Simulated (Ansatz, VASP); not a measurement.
**Cr in VASP and in Ansatz**

```
Cr
1.0
     3.74987    0.00000    0.00000
    -1.87494    3.24748    0.00000
     0.00000    0.00000    4.37056
Cr
4
Direct
  0.00000 0.00000 0.25000
  0.00000 0.00000 0.75000
  0.33333 0.66667 0.75000
  0.66667 0.33333 0.25000
```

Alike in both runs: functional PBEsol; k mesh 6 × 6 × 2; occupations gaussian, width 0.1 eV; no spin polarisation.

Ansatz relaxed the structure, and its values are those at the end. VASP's run is a single point on that final structure, the one shown.

```csv
,VASP,Ansatz
version,VASP 6.6.1,Ansatz 0.2.0
potentials or method,"VASP PAW PBE potentials, release 64 (Cr_pv)","scalar-relativistic, plane waves, PAW"
plane-wave cutoff (eV),520,420
valence electrons in the cell,48,56
```

```csv
,VASP,Ansatz,Ansatz less VASP
gap on the k mesh at the Fermi level (eV),none,none,-
pressure (GPa),0.3,0.0,-0.30
```

A gap of «none» marks a metal or a gap that the smearing closes. The two sets of potentials don't hold the same shells in valence.

Caveats: the k mesh is coarse (spacing up to 0.72 Å⁻¹), so the values aren't converged; the PAW data sets were made with another functional, which shifts forces and pressure a little (VASP); the run has no spin polarisation, though such a crystal can be magnetic. Spin polarisation is off, so any magnetic state and its effect on volume and gap are missing.
